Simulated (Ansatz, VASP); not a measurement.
NaCl in VASP and in Ansatz

```
CELL_PARAMETERS angstrom
0.00000 2.54145 2.54145
2.54145 0.00000 2.54145
2.54145 2.54145 0.00000
ATOMIC_POSITIONS crystal
Na 0.00000 0.00000 0.00000
Cl 0.50000 0.50000 0.50000
```

Alike in both runs: functional PBEsol; k mesh 8 × 8 × 8; no spin polarisation.

Ansatz relaxed the structure, and its values are those at the end. VASP's run is a single point on that final structure, the one shown.

|  | VASP | Ansatz |
| --- | --- | --- |
| version | VASP 6.6.1 | Ansatz 0.2.0 |
| potentials or method | VASP PAW PBE potentials, release 64 (Na_pv, Cl) | scalar-relativistic, plane waves, PAW |
| plane-wave cutoff (eV) | 520 | 420 |
| occupations | gaussian, width 0.01 eV | fixed |
| valence electrons in the cell | 14 | 16 |

|  | VASP | Ansatz | Ansatz less VASP |
| --- | --- | --- | --- |
| gap on the k mesh at the Fermi level (eV) | 6.39 | 6.40 | +0.006 |
| least direct gap on the mesh (eV) | 6.39 | 6.40 | +0.006 |
| pressure (GPa) | 15.2 | 15.0 | -0.23 |

The two sets of potentials don't hold the same shells in valence.

Caveats: so large a pressure means that the cell lies far from this level's equilibrium, or that cutoff or potentials fall short (VASP); the potentials were made for another functional, which shifts forces and pressure (VASP). Expect the measured gap to be larger: semilocal functionals such as PBEsol lack the derivative discontinuity.
